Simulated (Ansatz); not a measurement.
# SiC (P6_3mc): how far a G0W0 gap depends on its settings

How well converged is a G0W0 gap of SiC built on the wurtzite prototype?

Program: Ansatz 0.2.0. G0W0, plane waves. Calculated at 0 K for a non-magnetic cell.

### Step 1. Starting point

The cell was relaxed beforehand with r2SCAN.

The symmetry is P6_3mc (No. 186, hexagonal); a = 3.075 Å, c = 5.048 Å in the conventional setting, 10.34 Å³ an atom. Near Si stand 4 C at 1.88–1.90 Å; near C stand 4 Si at 1.88–1.90 Å.

As a file:

```
CELL_PARAMETERS angstrom
3.07536 0.00000 0.00000
-1.53768 2.66334 0.00000
0.00000 0.00000 5.04811
ATOMIC_POSITIONS crystal
Si 0.33333 0.66667 0.99959
Si 0.66667 0.33333 0.49959
C 0.33333 0.66667 0.37541
C 0.66667 0.33333 0.87541
```

### Step 2. 67 empty bands, 80 eV

Contents of input.yaml:

```yaml
crystal:
  lattice:
    - [3.0753562473, 0.0, 0.0]
    - [-1.5376781236, 2.6633366358, 0.0]
    - [0.0, 0.0, 5.0481081049]
  atoms:
    - { symbol: Si, position: [0.3333333333, 0.6666666667, -0.0004084052] }
    - { symbol: Si, position: [0.6666666667, 0.3333333333, 0.4995915948] }
    - { symbol: C, position: [0.3333333333, 0.6666666667, 0.3754084052] }
    - { symbol: C, position: [0.6666666667, 0.3333333333, 0.8754084052] }
kpoints:
  mp_grid: { grid: [6, 6, 4] }
hamiltonian:
  xc: pbe
scf:
  occupations: { method: fixed }
gw:
  n_empty_bands: 67
  ecut_chi: 80
  qp_bands: [v2, c2]
  qp_kpoints: band_edges
  screening: { model: contour_deformation }
```

Command:

```console
ansatz run input.yaml --threads 2 --pin off --max-ram 3686MiB --backend cpu --events-out ev --progress --plain --runs-dir out
```

### Step 3. 155 empty bands, 140 eV

input.yaml: that of step 2 with these lines changed.

```diff
@@ -17,4 +17,4 @@
 gw:
-  n_empty_bands: 67
-  ecut_chi: 80
+  n_empty_bands: 155
+  ecut_chi: 140
   qp_bands: [v2, c2]
```

### Step 4. 285 empty bands, 210 eV

input.yaml: that of step 3 with these lines changed.

```diff
@@ -17,4 +17,4 @@
 gw:
-  n_empty_bands: 155
-  ecut_chi: 140
+  n_empty_bands: 285
+  ecut_chi: 210
   qp_bands: [v2, c2]
```

### Step 5. Starting from HSE06

input.yaml: that of step 4 with these lines changed.

```diff
@@ -13,3 +13,3 @@
 hamiltonian:
-  xc: pbe
+  xc: hse06
 scf:
@@ -17,4 +17,4 @@
 gw:
-  n_empty_bands: 285
-  ecut_chi: 210
+  n_empty_bands: 155
+  ecut_chi: 140
   qp_bands: [v2, c2]
```

### Step 6. Starting from LDA

input.yaml: that of step 5 with these lines changed.

```diff
@@ -13,3 +13,3 @@
 hamiltonian:
-  xc: hse06
+  xc: lda
 scf:
```

### Step 7. Starting from r2SCAN

input.yaml: that of step 6 with these lines changed.

```diff
@@ -13,3 +13,3 @@
 hamiltonian:
-  xc: lda
+  xc: r2scan
 scf:
```

### Step 8. A plasmon pole in place of the full frequency dependence

input.yaml: that of step 7 with these lines changed.

```diff
@@ -13,3 +13,3 @@
 hamiltonian:
-  xc: r2scan
+  xc: pbe
 scf:
@@ -21,2 +21,2 @@
   qp_kpoints: band_edges
-  screening: { model: contour_deformation }
+  screening: { model: godby_needs }
```

### Step 9. A finer mesh, 9×9×4

input.yaml: that of step 8 with these lines changed.

```diff
@@ -11,3 +11,3 @@
 kpoints:
-  mp_grid: { grid: [6, 6, 4] }
+  mp_grid: { grid: [9, 9, 4] }
 hamiltonian:
@@ -17,6 +17,6 @@
 gw:
-  n_empty_bands: 155
-  ecut_chi: 140
+  n_empty_bands: 67
+  ecut_chi: 80
   qp_bands: [v2, c2]
   qp_kpoints: band_edges
-  screening: { model: godby_needs }
+  screening: { model: contour_deformation }
```

### Step 10. Norm-conserving pseudopotentials

input.yaml: that of step 9 with these lines changed.

```diff
@@ -11,5 +11,6 @@
 kpoints:
-  mp_grid: { grid: [9, 9, 4] }
+  mp_grid: { grid: [6, 6, 4] }
 hamiltonian:
   xc: pbe
+  pseudopotentials: { kind: nc }
 scf:
@@ -17,4 +18,4 @@
 gw:
-  n_empty_bands: 67
-  ecut_chi: 80
+  n_empty_bands: 155
+  ecut_chi: 140
   qp_bands: [v2, c2]
```

Q: Predict the outcome of this session. Wanted: for each run, start; potentials; frequencies; empty bands; cutoff; Kohn-Sham gap; G0W0 gap.

**Answer**, as computed:

```
 start  potentials  frequencies  empty bands  cutoff (eV)   mesh  Kohn-Sham gap (eV)  G0W0 gap (eV)
   PBE         PAW         full           67           80  6×6×4                2.27           2.82
   PBE         PAW         full          155          140  6×6×4                2.27           3.05
   PBE         PAW         full          285          210  6×6×4                2.27           3.16
 HSE06         PAW         full          155          140  6×6×4                3.16           3.43
   LDA         PAW         full          155          140  6×6×4                2.16           3.04
r2SCAN         PAW         full          155          140  6×6×4                2.65           3.22
   PBE         PAW         pole          155          140  6×6×4                2.27           2.99
   PBE         PAW         full           67           80  9×9×4                2.28           2.83
   PBE          NC         full          155          140  6×6×4                2.26           3.04
```

Gaps are those on each run's own mesh.

**Reading.** With bands and cutoff raised together, from 67 bands at 80 eV to 285 at 210 eV, the gap moves by +0.34 eV, and on the last rung by +0.12 eV; extrapolated in 1/N from the last two rungs, the limit on this k mesh would lie near 3.3 eV. The starting point matters: against PBE, HSE06 gives +0.39 eV, LDA gives -0.01 eV, r2SCAN gives +0.17 eV. The plasmon pole changes the gap by -0.057 eV. Norm-conserving potentials change it by -0.002 eV. On the finer mesh the quasiparticle shift is +0.55 eV, against +0.55 eV on the coarse one.
